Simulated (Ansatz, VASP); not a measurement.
# GaP: VASP beside Ansatz

Wanted: the spread between two codes on one cell, functional and k mesh. The cell is taken from a series of VASP runs on this material, whose earlier steps may have relaxed, scaled or displaced it; both programs get it as it stands. Other levels of theory on this material are compared in a session of their own.

Method: plane waves, with VASP 6.6.1 beside it; band structure at PBE with D3(BJ) and band structure at PBE with D3(BJ), spin-orbit coupling, in Ansatz 0.2.0.

## 1. The starting structure

The structure is cubic, space group F-43m (No. 216). The conventional cell has a = 5.441 Å, b = 5.441 Å, c = 5.441 Å, α = 90.00°, β = 90.00°, γ = 90.00°. Ga has 4 P at 2.36 Å nearest. P has 4 Ga at 2.36 Å nearest. Farther neighbours are not listed.

Coordinates:

```xyz
2
Lattice="0.0000 2.7206 2.7206 2.7206 0.0000 2.7206 2.7206 2.7206 0.0000" Properties=species:S:1:pos:R:3 pbc="T T T"
Ga    0.0000    0.0000    0.0000
P     1.3603    1.3603    1.3603
```

## 2. VASP: band structure, PBE with D3(BJ)

Levels along a path test the potential and the projectors away from the mesh points.

Lines of VASP's logs that name or quote its potential files are left out, and so is its time.

INCAR

```
SYSTEM = GaP
PREC = Accurate
ENCUT = 400
EDIFF = 1E-06
NELM = 100
ISMEAR = 0
SIGMA = 0.05
LREAL = .FALSE.
ALGO = Normal
GGA = PE
IVDW = 12
NBANDS = 21
LORBIT = 11
LWAVE = .FALSE.
LCHARG = .FALSE.
KPAR = 2
```

POSCAR

```
GaP
1.0
    0.0000000000      2.7205627809      2.7205627809
    2.7205627809      0.0000000000      2.7205627809
    2.7205627809      2.7205627809      0.0000000000
Ga P
1 1
Direct
    0.0000000000      0.0000000000      0.0000000000
    0.2500000000      0.2500000000      0.2500000000
```

KPOINTS

```
Automatic mesh
0
Gamma
7 7 7
0 0 0
```

KPOINTS_OPT

```
Line mode
16
Line-mode
Reciprocal
  0.00000000   0.00000000   0.00000000 GAMMA
  0.50000000   0.00000000   0.50000000 X

  0.50000000   0.00000000   0.50000000 X
  0.50000000   0.25000000   0.75000000 W

  0.50000000   0.25000000   0.75000000 W
  0.37500000   0.37500000   0.75000000 K

  0.37500000   0.37500000   0.75000000 K
  0.00000000   0.00000000   0.00000000 GAMMA

  0.00000000   0.00000000   0.00000000 GAMMA
  0.50000000   0.50000000   0.50000000 L

  0.50000000   0.50000000   0.50000000 L
  0.62500000   0.25000000   0.62500000 U

  0.62500000   0.25000000   0.62500000 U
  0.50000000   0.25000000   0.75000000 W

  0.50000000   0.25000000   0.75000000 W
  0.50000000   0.50000000   0.50000000 L

  0.50000000   0.50000000   0.50000000 L
  0.37500000   0.37500000   0.75000000 K

  0.62500000   0.25000000   0.62500000 U
  0.50000000   0.00000000   0.50000000 X
```

Potentials, in the order of the species: Ga_d and P (PBE family, release 64).

The run is started by

```console
$ mpirun -np 2 vasp_std
```

Numbers of over 12 decimals in the logs are rounded to 6 here.

The log of the run:

```text
[banner, memory and clock lines left out]
running    2 mpi-ranks, on    1 nodes
 distrk:  each k-point on    1 cores,    2 groups
 distr:  one band on    1 cores,    1 groups

 POSCAR found type information on POSCAR GaP
 POSCAR found :  2 types and       2 ions
 LDA part: xc-table for (Slater+PW92), standard interpolation
 POSCAR, INCAR and KPOINTS ok, starting setup
 FFT: planning ... GRIDC
 FFT: planning ... GRID_SOFT
 FFT: planning ... GRID
 WAVECAR not read
 entering main loop
       N       E                     dE             d eps       ncg     rms          rms(c)
DAV:   1     0.860914853844E+02    0.86091E+02   -0.72712E+03   950   0.105E+03
DAV:   2    -0.113155544173E+01   -0.87223E+02   -0.81408E+02   906   0.268E+02
DAV:   3    -0.923204293760E+01   -0.81005E+01   -0.80268E+01  1016   0.578E+01
DAV:   4    -0.937747175075E+01   -0.14543E+00   -0.14536E+00   985   0.814E+00
DAV:   5    -0.937945673907E+01   -0.19850E-02   -0.19849E-02  1025   0.926E-01    0.427E+00
DAV:   6    -0.913173489565E+01    0.24772E+00   -0.24832E-01  1260   0.793E+00    0.285E+00
DAV:   7    -0.910425257836E+01    0.27482E-01   -0.75305E-02  1011   0.157E+00    0.111E+00
DAV:   8    -0.910457860984E+01   -0.32603E-03   -0.11526E-02   938   0.102E+00    0.225E-01
DAV:   9    -0.910501024287E+01   -0.43163E-03   -0.11734E-03   985   0.365E-01    0.801E-02
DAV:  10    -0.910507870503E+01   -0.68462E-04   -0.87606E-05  1104   0.847E-02    0.403E-02
DAV:  11    -0.910514476599E+01   -0.66061E-04   -0.75349E-05   915   0.564E-02    0.538E-03
DAV:  12    -0.910514475980E+01    0.61905E-08   -0.16589E-06  1000   0.112E-02
   1 F= -.97416924E+01 E0= -.97416924E+01  d E =-.347231E-18
 Start KPOINTS_OPT (optional k-point list driver)
k-point batch [1-20\160]
       N       E                     dE             ncg
DAV:   1     0.970745672189E+02   -0.71414E+04      918
DAV:   2    -0.177251581712E+04   -0.18696E+04      886
DAV:   3    -0.195306308991E+04   -0.18055E+03      984
DAV:   4    -0.195626007651E+04   -0.31970E+01      988
DAV:   5    -0.195630230394E+04   -0.42227E-01      984
DAV:   6    -0.195630387517E+04   -0.15712E-02     1182
DAV:   7    -0.195630391344E+04   -0.38270E-04     1027
DAV:   8    -0.195630391476E+04   -0.13220E-05      851
DAV:   9    -0.195630391483E+04   -0.73601E-07      625
[...]
k-point batch [141-160\160]
       N       E                     dE             ncg
DAV:   1    -0.932674191108E+02   -0.12359E+05      952
DAV:   2    -0.192194246149E+04   -0.18287E+04      897
DAV:   3    -0.209157536631E+04   -0.16963E+03     1066
DAV:   4    -0.209465521797E+04   -0.30799E+01     1010
DAV:   5    -0.209469196361E+04   -0.36746E-01     1042
DAV:   6    -0.209469328786E+04   -0.13242E-02     1163
DAV:   7    -0.209469330352E+04   -0.15662E-04      995
DAV:   8    -0.209469330403E+04   -0.51101E-06      831
```

OUTCAR, selected parts (step 2):

```text
ion  position               nearest neighbor table
   1  0.000  0.000  0.000-   2 2.36   2 2.36   2 2.36   2 2.36
   2  0.250  0.250  0.250-   1 2.36   1 2.36   1 2.36   1 2.36

  LATTYP: Found a face centered cubic cell.
 ALAT       =     5.4411255618

 Subroutine GETGRP returns: Found 24 space group operations
 (whereof 24 operations were pure point group operations)

The static configuration has the point symmetry T_d .

 Found     20 irreducible k-points:

   k-points           NKPTS =     20   k-points in BZ     NKDIM =     20   number of bands    NBANDS=     21

   dimension x,y,z NGX =    28 NGY =   28 NGZ =   28
   dimension x,y,z NGXF=    56 NGYF=   56 NGZF=   56

   ENCUT  =  400.0 eV  29.40 Ry    5.42 a.u.   6.27  6.27  6.27*2*pi/ulx,y,z

   NELECT =      18.0000    total number of electrons

 k-points in reciprocal lattice and weights: Automatic mesh
   0.00000000  0.00000000  0.00000000       0.003
   0.14285714  0.00000000  0.00000000       0.023
   0.28571429  0.00000000  0.00000000       0.023
   0.42857143  0.00000000  0.00000000       0.023
   0.14285714  0.14285714  0.00000000       0.017
   0.28571429  0.14285714  0.00000000       0.070
   0.42857143  0.14285714  0.00000000       0.070
  -0.42857143  0.14285714  0.00000000       0.070
  -0.28571429  0.14285714  0.00000000       0.070
[...]
-0.42857143  0.42857143  0.14285714       0.070
  -0.28571429  0.42857143  0.14285714       0.070

 average (electrostatic) potential at core
       1 -65.3360       2 -83.3517

 E-fermi :   4.9998

 k-point     1 :       0.0000    0.0000    0.0000
  band No.  band energies     occupation
    ...
      5      -9.7538      2.00000
      6      -7.8256      2.00000
      7       4.7074      2.00000
      8       4.7074      2.00000
      9       4.7074      2.00000
     10       6.5736      0.00000
     11       8.5907      0.00000
     12       8.5907      0.00000
     13       8.5907      0.00000
     14      13.5334      0.00000
    ...

 k-point     2 :       0.1429    0.0000    0.0000
  band No.  band energies     occupation
    ...
      5      -9.7537      2.00000
      6      -7.5604      2.00000
      7       2.7520      2.00000
      8       4.4165      2.00000
      9       4.4165      2.00000
     10       7.1801      0.00000
     11       9.0289      0.00000
     12       9.0289      0.00000
     13       9.4156      0.00000
     14      13.7780      0.00000
    ...

 k-point     3 :       0.2857    0.0000    0.0000
  band No.  band energies     occupation
    ...
      5      -9.7518      2.00000
      6      -6.8252      2.00000
      7       0.2184      2.00000
      8       3.9259      2.00000
      9       3.9259      2.00000
     10       6.7591      0.00000
     11       9.5087      0.00000
     12       9.5087      0.00000
     13      11.6559      0.00000
     14      13.9029      0.00000
    ...

 Edisp (eV)   -0.63655

  Total      -0.01135    -0.01135    -0.01135    -0.00000     0.00000     0.00000
  in kB      -0.45153    -0.45153    -0.45153    -0.00000     0.00000     0.00000
  external pressure =       -0.45 kB  Pullay stress =        0.00 kB

  energy-cutoff  :      400.00
  volume of cell :       40.27
      direct lattice vectors                 reciprocal lattice vectors
     0.000000000  2.720562781  2.720562781    -0.183785503  0.183785503  0.183785503
     2.720562781  0.000000000  2.720562781     0.183785503 -0.183785503  0.183785503
     2.720562781  2.720562781  0.000000000     0.183785503  0.183785503 -0.183785503

 POSITION                                       TOTAL-FORCE (eV/Angst)
 -----------------------------------------------------------------------------------
      0.00000      0.00000      0.00000        -0.000000      0.000000     -0.000000
      1.36028      1.36028      1.36028         0.000000     -0.000000      0.000000
 -----------------------------------------------------------------------------------
    total drift:                                0.000002      0.000002      0.000002

  FREE ENERGIE OF THE ION-ELECTRON SYSTEM (eV)
  ---------------------------------------------------
  free  energy   TOTEN  =        -9.7416923973 eV

  energy  without entropy=       -9.7416923973  energy(sigma->0) =       -9.74169240

 total charge
# of ion       s       p       d       tot
------------------------------------------
    1        0.861   0.855  10.013  11.730
    2        1.020   1.529   0.000   2.549
--------------------------------------------------
tot          1.881   2.384  10.013  14.279

[... 3 further parts left out ...]
```

The run ends at a pressure of -0.05 GPa.

## 3. Ansatz: band structure, PBE with D3(BJ)

Ansatz runs on its default PAW (the set named soft_2) files.

The same cell, functional, mesh and smearing now go to Ansatz, which takes its cutoff from its data sets.

input.yaml

```yaml
crystal:
  lattice:
    - [0.0, 2.7205627809, 2.7205627809]
    - [2.7205627809, 0.0, 2.7205627809]
    - [2.7205627809, 2.7205627809, 0.0]
  atoms:
    - { symbol: Ga, position: [0.0, 0.0, 0.0] }
    - { symbol: P, position: [0.25, 0.25, 0.25] }
hamiltonian:
  xc: pbe
  pseudopotentials: { kind: paw }
  dispersion: d3bj
kpoints:
  mp_grid: { grid: [7, 7, 7] }
  band_path:
    path:
      - [0.0, 0.0, 0.0]
      - [0.16667, 0.0, 0.16667]
      - [0.33333, 0.0, 0.33333]
      - [0.43333, 0.0, 0.43333]
      - [0.5, 0.0, 0.5]
      - [0.5, 0.08333, 0.58333]
      - [0.5, 0.18333, 0.68333]
      - [0.5, 0.25, 0.75]
      - [0.45, 0.3, 0.75]
      - [0.40833, 0.34167, 0.75]
      - [0.35, 0.35, 0.7]
      - [0.225, 0.225, 0.45]
      - [0.075, 0.075, 0.15]
      - [0.03333, 0.03333, 0.03333]
      - [0.23333, 0.23333, 0.23333]
      - [0.4, 0.4, 0.4]
      - [0.51667, 0.46667, 0.51667]
      - [0.55833, 0.38333, 0.55833]
      - [0.60833, 0.28333, 0.60833]
      - [0.60833, 0.25, 0.64167]
      - [0.55833, 0.25, 0.69167]
      - [0.51667, 0.25, 0.73333]
      - [0.5, 0.3, 0.7]
      - [0.5, 0.38333, 0.61667]
      - [0.5, 0.48333, 0.51667]
      - [0.475, 0.475, 0.55]
      - [0.425, 0.425, 0.65]
      - [0.38333, 0.38333, 0.73333]
      - [0.59167, 0.18333, 0.59167]
      - [0.55, 0.1, 0.55]
      - [0.5, 0.0, 0.5]
    npoints: 1
scf:
  occupations: { method: gaussian, width: 0.05 }
  n_extra_bands: 7
output:
  forces: true
  stress: true
  eigenvalues: true
```

The run is started by

```console
$ ansatz run input.yaml --threads 2 --pin off --max-ram 4608MiB --backend cpu --events-out ev --progress --plain --runs-dir out
```

The log of the run:

```text
scf.n_extra_bands = 7 over 9 filled bands (N_el = 18.0): the run solves 16 bands
Engine: ansatz 0.2.0, aarch64-unknown-linux-gnu
Pseudopotentials: kind: paw
Pseudopotential: Ga, paw, valence charge 13, recommended cutoff 420 eV (normal), Ga.paw.azcp
Pseudopotential: P, paw, valence charge 5, recommended cutoff 420 eV (normal), P.paw.azcp
Functional definition: PBE
  parameter kappa = 0.804
  parameter beta = 0.066725
  exchange = pbe_x(kappa = kappa, mu = beta*pi^2/3)
  correlation = pbe_c(beta = beta)
Crystal: 2 atoms, lattice volume = 40.272 Å³
Basis set: ecut = 420 eV, 749 PW (Γ), exchange–correlation on 54×54×54 points (8 copies of the dense FFT grid, shifted against one another)
Bands: 16, of which v1, the nominal top of the filled ones, is band 9 counted from 1 (8 counted from 0)
Symmetry: 24 space group operations
Space group: F-43m (ITA 216), of the structure as read, at distance tolerance 3.4e-5 Å
k-points: 20 of 343 (time reversal used)
Non-local potential: Ga, projectors of the file, l = 0: 2, l = 1: 2, l = 2: 3, l = 3: 1
Non-local potential: P, projectors of the file, l = 0: 2, l = 1: 2, l = 2: 2
PAW form: soft (Blöchl's): semilocal exchange-correlation on the pseudo side does not see the compensation charge
PAW one-centre angular grid: Ga, 590 points (default); XC on 64 Gauss nodes
PAW one-centre angular grid: P, 110 points (default); XC on 64 Gauss nodes
Initial density: superposition of atomic densities (neutral atoms: chi_scale 0, normalization atom), corrected by the library's trained network
Initial wavefunctions: pseudopotential atomic-orbital guess
Functional: x = pbe(κ = 0.804, μ = 0.219515), c = pbe(β = 0.066725)
SCF iter   1: F=—  HF=-4540.178140 eV  |F-HF|=—  |Δ(HF+E_count)|=         —  Δρ=1.98e-3  dr2=1.53e-3  ethr=1.77e-3  ⟨swp⟩=6.0  Hψ=2030  notcnv=0  defer=3
preconditioner: auto → none  [insulator: Δε(μ)=1.571 eV  Ē_g=18.044 eV  σ=0.050 eV  W_gap=1.00  n_scr=14 (ndim 8)  ℏωp=24.8 eV  f_vac=0.011  D(μ)=0.00/eV (n_scr^D=0)  ε∞_Penn≈2.9]
SCF iter   2: F=—  HF=-4540.177841 eV  |F-HF|=—  |Δ(HF+E_count)|=   2.99e-4  Δρ=1.94e-3  dr2=9.47e-4  ethr=8.52e-6  ⟨swp⟩=2.2  Hψ=724  notcnv=0  defer=31
SCF iter   3: F=—  HF=-4540.177331 eV  |F-HF|=—  |Δ(HF+E_count)|=   5.10e-4  Δρ=8.21e-4  dr2=1.65e-4  ethr=5.26e-6  ⟨swp⟩=2.0  Hψ=382  notcnv=0  defer=31
SCF iter   4: F=—  HF=-4540.177356 eV  |F-HF|=—  |Δ(HF+E_count)|=   2.45e-5  Δρ=3.73e-4  dr2=2.82e-5  ethr=9.16e-7  ⟨swp⟩=2.0  Hψ=460  notcnv=0  defer=31
SCF iter   5: F=—  HF=-4540.177337 eV  |F-HF|=—  |Δ(HF+E_count)|=   1.82e-5  Δρ=1.10e-4  dr2=3.54e-6  ethr=1.56e-7  ⟨swp⟩=2.0  Hψ=411  notcnv=0  defer=31
SCF iter   6: F=—  HF=-4540.177337 eV  |F-HF|=—  |Δ(HF+E_count)|=   4.57e-7  Δρ=6.87e-5  dr2=9.47e-7  ethr=1.97e-8  ⟨swp⟩=2.9  Hψ=464  notcnv=0  defer=31
SCF iter   7: F=-4540.177336 eV  HF=-4540.177337 eV  |F-HF|=7.51e-8  |Δ(HF+E_count)|=   3.41e-7  Δρ=1.81e-5  dr2=6.22e-8  ethr=5.56e-10  ⟨swp⟩=8.2  Hψ=1869  notcnv=0
SCF 1 converged in 7 iterations: F = -4540.177336 eV  dr2 = 6.22e-8
  greatest PAW one-centre occupation: 0.994 electrons in one spin orbital (limit 2), on the Ga atom at site 0 (counted from 0), in its partial waves of l = 2
NSCF: frozen V_eff on 31 k-points
SCF converged after 7 iterations
Free energy (F): -4540.177336 eV
Harris-Foulkes:  -4540.177337 eV  (|F-HF|=7.51e-8)
Internal energy: -4540.177336 eV  (E = F + TS)
E sigma→0 (E₀):  -4540.177336 eV
Fermi energy:    7.943577 eV
--- Per-component energies (eV) ---
  E_band       = -57.255694
  E_kinetic    = 186.495553
  E_local      = -2197.015291  (includes V_loc(G=0)·N_el)
  E_nonlocal   = 458.839604
  E_hartree    = 1016.252042
  E_xc         = -130.871554
  E_vxc        = -119.151335  (∫ρ·V_xc dr)
  E_paw        = -2558.334411  (= ΣΔE_a)
  E_vpaw       = -418.913485  (= ΣTr[D̂ρ^β])
  E_aug_tail   = -0.000096  (compensation charges beyond the density's cutoff)
  E_ewald      = -1314.906481
  E_disp       = -0.636702  (pairwise vdW)
  E_smearing   = -0.000000  (= −TS)
  E_closure    = -0.000000  (closes the sum)
  Σ components = -4540.177336   (vs F -4540.177336, Δ=0.00e0)
--- Forces (eV/Å), atoms counted from 1 ---
  atom   1  Ga     0.00000000    -0.00000000    -0.00000000
  atom   2  P     -0.00000000     0.00000000     0.00000000
  max |Σ_I F_I| component: 9.25e-17 eV/Å
--- Stress (GPa, compression-positive) ---
        0.224300       0.000000      -0.000000
       -0.000000       0.224300       0.000000
       -0.000000       0.000000       0.224300
  P = ⅓ Tr σ = 0.2243 GPa (2.243 kbar)
--- Band table (eV; the first three rows and the last of 20) ---
  k-point 0: bands = [... 5 lower, -5.3784, 7.1533, 7.1533, 7.1533, 9.0239, 11.0356, 11.0356, 11.0356, ... 3 higher]
  k-point 1: bands = [... 5 lower, -5.1131, 5.1993, 6.8623, 6.8623, 9.6295, 11.4727, 11.4727, 11.8585, ... 3 higher]
  k-point 2: bands = [... 5 lower, -4.3780, 2.6654, 6.3715, 6.3715, 9.2088, 11.9509, 11.9509, 14.0973, ... 3 higher]
  k-point 19: bands = [... 5 lower, -2.4052, 0.6448, 3.2463, 4.3369, 10.6935, 12.4819, 13.5160, 14.2096, ... 3 higher]
```

It took 1.6 s on 2 threads of Arm Neoverse V1, shared host; peak memory 0.28 GiB; 3 s of CPU time.

## 4. Side by side

Known differences besides the potentials themselves: the cutoff is 420 eV in Ansatz and 400 eV in VASP; VASP leaves aspherical gradient terms in its spheres out (LASPH is not set), Ansatz keeps them. Total energies have different zeros and are not compared.

Both answers:

```tsv
quantity	Ansatz	VASP	difference
pressure (GPa)	0.22	-0.05	+0.27
gap over the path points (eV)	1.583	1.579	+0.003
```

Levels at points of the path, from each program's valence-band top (eV; 3 filled, then empty):

```tsv
k (reciprocal lattice)	Ansatz	VASP
0.000 0.000 0.000	0.00 0.00 0.00 1.87 3.88 3.88	0.00 0.00 0.00 1.87 3.88 3.88
0.167 0.000 0.167	-2.25 -1.01 -1.01 2.77 3.83 5.42	-2.25 -1.01 -1.01 2.77 3.83 5.42
0.333 0.000 0.333	-5.04 -2.24 -2.24 1.75 2.91 8.21	-5.04 -2.24 -2.24 1.75 2.91 8.23
0.433 0.000 0.433	-6.40 -2.63 -2.63 1.58 2.08 9.95	-6.40 -2.63 -2.63 1.58 2.07 9.97
0.500 0.000 0.500	-6.78 -2.70 -2.70 1.64 1.82 10.61	-6.78 -2.70 -2.70 1.64 1.81 10.63
0.500 0.083 0.583	-6.73 -2.96 -2.92 2.18 2.36 9.42	-6.73 -2.96 -2.92 2.17 2.35 9.45
0.500 0.183 0.683	-6.61 -3.47 -3.34 3.78 3.96 7.19	-6.61 -3.47 -3.34 3.78 3.96 7.20
0.500 0.250 0.750	-6.57 -3.60 -3.45 4.70 4.88 6.12	-6.57 -3.60 -3.45 4.71 4.88 6.12
0.450 0.300 0.750	-6.56 -3.81 -2.99 3.52 4.88 6.71	-6.57 -3.81 -2.99 3.53 4.89 6.72
0.408 0.342 0.750	-6.57 -3.93 -2.46 2.50 4.83 7.65	-6.57 -3.93 -2.46 2.49 4.83 7.67
```

Among the levels compared at these points, filled levels agree within 2 meV and empty ones within 22 meV.

## 5. Ansatz: band structure, PBE with D3(BJ), spin-orbit coupling

Levels along a path test the potential and the projectors away from the mesh points.

The cell is taken from a series of VASP runs on this material, whose earlier steps may have relaxed, scaled or displaced it; both programs get it as it stands.

Changes to input.yaml since step 3:

```diff
@@ -10,6 +10,9 @@
   xc: pbe
-  pseudopotentials: { kind: paw }
+  pseudopotentials: { kind: paw_fr }
   dispersion: d3bj
+magnetization:
+  noncollinear: true
+  spin_orbit: true
 kpoints:
-  mp_grid: { grid: [7, 7, 7] }
+  mp_grid: { grid: [6, 6, 6] }
   band_path:
@@ -50,3 +53,3 @@
   occupations: { method: gaussian, width: 0.05 }
-  n_extra_bands: 7
+  n_extra_bands: 14
 output:
@@ -55 +58,5 @@
   eigenvalues: true
+  write_density: true
+  write_potential: true
+  elf: true
+  volumetric_format: npy
```

The log of the run:

```text
[...]
non-collinear run that drives no moment, with spin-orbit: no starting moment large enough to seed its density (crystal.atoms[].spin), no starting occupations that ask for one, no magnetisation constraint and no magnetic field, so the semilocal B_xc is pinned to zero
Crystal: 2 atoms, lattice volume = 40.272 Å³
[...]
k-point 1: bands = [... 14 lower, 6.7519, 6.7519, 6.8115, 6.8158, 9.5921, 9.5921, 11.5328, 11.5328, ... 10 higher]
  k-point 2: bands = [... 14 lower, 6.2091, 6.2091, 6.2750, 6.2786, 9.0711, 9.0711, 11.9247, 11.9247, ... 10 higher]
  k-point 15: bands = [... 14 lower, 3.7475, 3.7644, 3.8482, 3.8927, 10.6172, 10.6436, 10.8022, 10.8157, ... 10 higher]
[key lines of the parts left out:]
SCF converged after 7 iterations
Magnetization: |M| = 0.0000 μB,  M = (+0.0000, +0.0000, +0.0000) μB
Free energy (F): -4540.251261 eV
Fermi energy:    7.991060 eV
P = ⅓ Tr σ = 0.2317 GPa (2.317 kbar)
```

Elapsed: 6.5 s, on 2 threads; peak memory 0.39 GiB.

(Continued in part 2 of 2.)

[Lines on the potential files, build, host, timing and source positions are cut from VASP's logs without a mark.]

[Logs are printed without paths, hosts, clocks, repeated set-up lines and the standing remarks that a program may print on its own settings, such as how far it seeks lower states.]

[Hosts, paths, dates, database ids (printed as entryN), source tags and the programs' standing remarks are cut or masked in the printed files.]
